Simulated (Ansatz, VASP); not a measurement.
Given: the input of a run of Ansatz 0.2.0 on EuS.

input.yaml

```yaml
crystal:
  lattice:
    - [0.0, 2.9785, 2.9785]
    - [2.9785, 0.0, 2.9785]
    - [2.9785, 2.9785, 0.0]
  atoms:
    - { symbol: Eu, position: [0.0, 0.0, 0.0], spin: 7.0, spin_axis: [4.95, 4.95, 0.0] }
    - { symbol: S, position: [0.5, 0.5, 0.5] }
hamiltonian:
  xc: pbesol
  pseudopotentials: { kind: paw_fr }
magnetization:
  noncollinear: true
  spin_orbit: true
kpoints:
  mp_grid: { grid: [6, 6, 6] }
  band_path:
    path:
      - [[0.0, 0.0, 0.0], [0.5, 0.0, 0.5], [0.5, 0.25, 0.75], [0.375, 0.375, 0.75], [0.0, 0.0, 0.0], [0.5, 0.5, 0.5], [0.625, 0.25, 0.625], [0.5, 0.25, 0.75], [0.5, 0.5, 0.5], [0.375, 0.375, 0.75]]
      - [[0.625, 0.25, 0.625], [0.5, 0.0, 0.5]]
    npoints: 14
scf:
  occupations: { method: fermi_dirac, width: 0.05 }
  n_extra_bands: 6
output:
  forces: true
  stress: true
  eigenvalues: true
  fatbands: true
```

Potentials or basis: Ansatz PAW.

Run with:

```console
$ ansatz run input.yaml --threads 2 --pin off --max-ram 5632MiB --backend cpu --events-out ev --progress --plain --runs-dir out
```

**Question.** Translate it to VASP 6.6.1. Potentials there: VASP PAW PBE potentials, release 64 (Eu, S).

**Answer.** As run (the cutoff follows the program's own potentials):

INCAR

```
SYSTEM = EuS
PREC = Accurate ; ENCUT = 520
EDIFF = 1E-6 ; ISMEAR = -1
SIGMA = 0.05 ; LREAL = .FALSE.
LASPH = .TRUE. ; NELM = 100
ALGO = Normal ; ISIF = 2
LWAVE = .FALSE. ; LCHARG = .FALSE.
MAGMOM = 4.95 4.95 0 0 0 0 ; LORBIT = 11
LSORBIT = .TRUE. ; GGA_COMPAT = .FALSE.
LORBMOM = .TRUE. ; LMAXMIX = 6
GGA = PS
```

File KPOINTS:

```
regular mesh
0
G
  6 6 6
  0 0 0
```

File POSCAR:

```
EuS
1.0
    0.0000000000      2.9785000000      2.9785000000
    2.9785000000      0.0000000000      2.9785000000
    2.9785000000      2.9785000000      0.0000000000
Eu S
1 1
Direct
    0.0000000000      0.0000000000      0.0000000000
    0.5000000000      0.5000000000      0.5000000000
```

KPOINTS_OPT

```
path GXWKGLUWLK,UX
15
line-mode
reciprocal
 0.0000000000  0.0000000000  0.0000000000  G
 0.5000000000  0.0000000000  0.5000000000  X

 0.5000000000  0.0000000000  0.5000000000  X
 0.5000000000  0.2500000000  0.7500000000  W

 0.5000000000  0.2500000000  0.7500000000  W
 0.3750000000  0.3750000000  0.7500000000  K

 0.3750000000  0.3750000000  0.7500000000  K
 0.0000000000  0.0000000000  0.0000000000  G

 0.0000000000  0.0000000000  0.0000000000  G
 0.5000000000  0.5000000000  0.5000000000  L

 0.5000000000  0.5000000000  0.5000000000  L
 0.6250000000  0.2500000000  0.6250000000  U

 0.6250000000  0.2500000000  0.6250000000  U
 0.5000000000  0.2500000000  0.7500000000  W

 0.5000000000  0.2500000000  0.7500000000  W
 0.5000000000  0.5000000000  0.5000000000  L

 0.5000000000  0.5000000000  0.5000000000  L
 0.3750000000  0.3750000000  0.7500000000  K

 0.6250000000  0.2500000000  0.6250000000  U
 0.5000000000  0.0000000000  0.5000000000  X
```

Potentials or basis: VASP PAW PBE potentials, release 64 (Eu, S).

Command:

```console
$ cat potpaw_PBE.64/Eu/POTCAR potpaw_PBE.64/S/POTCAR > POTCAR
$ mpirun -np 1 vasp_ncl > vasp.out
```

Both were run:

|  | VASP | Ansatz | Ansatz less VASP |
| --- | --- | --- | --- |
| gap on the k mesh at the Fermi level (eV) | none | none | - |
| pressure (GPa) | -5.9 | -5.8 | +0.16 |
| net moment per atom (μB) | 3.46 | 3.46 | 0.000 |

A gap of «none» marks a metal or a gap that the smearing closes. With one functional, cell and mesh, what is left measures potentials, basis and numerics.

Caveats: a cell with one magnetic atom can't hold antiferromagnetic order, which such compounds often take; without U or exact exchange the open f shell lies at the Fermi level, which spoils levels, moments and volumes; the PAW data sets were made with another functional, which shifts forces and pressure a little (VASP); the PAW data sets come from PBE, with cores solved anew for the run's functional, which leaves a small shift of forces and pressure (Ansatz); the thresholds are loose for stress (Ansatz). The state reached can hang on the start; a lower one may exist.
